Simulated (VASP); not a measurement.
**Si: relaxation of cell and atoms with PBE**

Si:

```
CELL_PARAMETERS angstrom
0.00000 2.71550 2.71550
2.71550 0.00000 2.71550
2.71550 2.71550 0.00000
ATOMIC_POSITIONS crystal
Si 0.00000 0.00000 0.00000
Si 0.25000 0.25000 0.25000
```

```json
{"Program": "VASP 6.6.1", "Task": "relaxation of cell and atoms", "Functional": "PBE", "Potentials or basis": "VASP PAW PBE potentials, release 64 (Si)", "Cutoff": "600 eV", "k mesh": "11 × 11 × 11", "Occupations": "fermi-dirac, width 0.05 eV", "Spin": "no spin polarisation", "Target pressure": "3 GPa", "P gpa": "3", "Further INCAR settings": "ALGO = Normal; EDIFF = 1e-06; IBRION = 2; EDIFFG = -0.005; NSW = 60; ISIF = 3"}
```

```
Relaxed volume                                         : 19.81 Å³/atom
Relaxed cell                                           : a = 3.826 Å, b = 3.826 Å, c = 3.826 Å, α = 60.00°, β = 60.00°, γ = 60.00°
Space group after relaxing (to 0.05 Å)                 : Fd-3m (No. 227)
Energy change on relaxing (the enthalpy is what falls) : +3.3 meV/atom
Ionic steps                                            : 3
Pressure after relaxing                                : 3.0 GPa
Band gap on the k mesh                                 : 0.58 eV, indirect (least direct gap 2.57 eV)
```

Step by step:
```
step  energy change (eV)  largest force (eV/Å)  pressure (GPa)  volume (Å³)
   1              0.0000                0.0000            1.94        40.05
   2              0.0138                0.0000            3.88        39.28
   3              0.0066                0.0000            3.01        39.62
```

Final structure:
```
CELL_PARAMETERS angstrom
0.00000 2.70572 2.70572
2.70572 0.00000 2.70572
2.70572 2.70572 0.00000
ATOMIC_POSITIONS crystal
Si 0.00000 0.00000 0.00000
Si 0.25000 0.25000 0.25000
```

Levels at points of the mesh, in eV from the valence-band top:
| k point | band 1 | band 2 | band 3 | band 4 | band 5 | band 6 | band 7 | band 8 |
| --- | --- | --- | --- | --- | --- | --- | --- | --- |
| (0.00, 0.00, 0.00) | -12.03 | 0.00 | 0.00 | 0.00 | 2.57 | 2.57 | 2.57 | 3.50 |

It took 22 s on 1 thread of Intel(R) Xeon(R) Platinum 8259CL CPU @ 2.50GHz (Skylake/Cascade Lake) (shared host), peak memory 0.18 GiB.

Caveat: the cell is relaxed towards a set pressure, so the enthalpy falls and the energy may rise; an odd mesh through Γ misses points on the zone boundary, where band edges often lie.
